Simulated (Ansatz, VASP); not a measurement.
## CuAu in VASP and in Ansatz

```
CELL_PARAMETERS angstrom
2.80000 0.00000 0.00000
0.00000 2.80000 0.00000
0.00000 0.00000 3.67000
ATOMIC_POSITIONS crystal
Cu 0.50000 0.50000 0.50000
Au 0.00000 0.00000 0.00000
```

Alike in both runs: task electric field gradients; functional PBE; k mesh 11 × 11 × 8; occupations fermi-dirac, width 0.05 eV; no spin polarisation.

|  | VASP | Ansatz |
| --- | --- | --- |
| version | VASP 6.6.1 | Ansatz 0.2.0 |
| potentials or method | VASP PAW PBE potentials, release 64 (Cu, Au) | plane-wave PAW, scalar-relativistic |
| plane-wave cutoff (eV) | 520 | 420 |
| valence electrons in the cell | 22 | 38 |

|  | VASP | Ansatz | Ansatz less VASP |
| --- | --- | --- | --- |
| pressure (GPa) | 6.6 | 6.6 | +0.02 |
| largest component of the traceless stress (GPa) | 0.12 | 0.04 | -0.082 |
| Vzz of the field gradient on the site that differs most (V/Å²) | 80.0 | 55.4 | -24.60 |

The two sets of potentials don't hold the same shells in valence. Ansatz warned: «gradients_without_spin_orbit».

The runs have no spin-orbit coupling, so splittings on Au are missing.
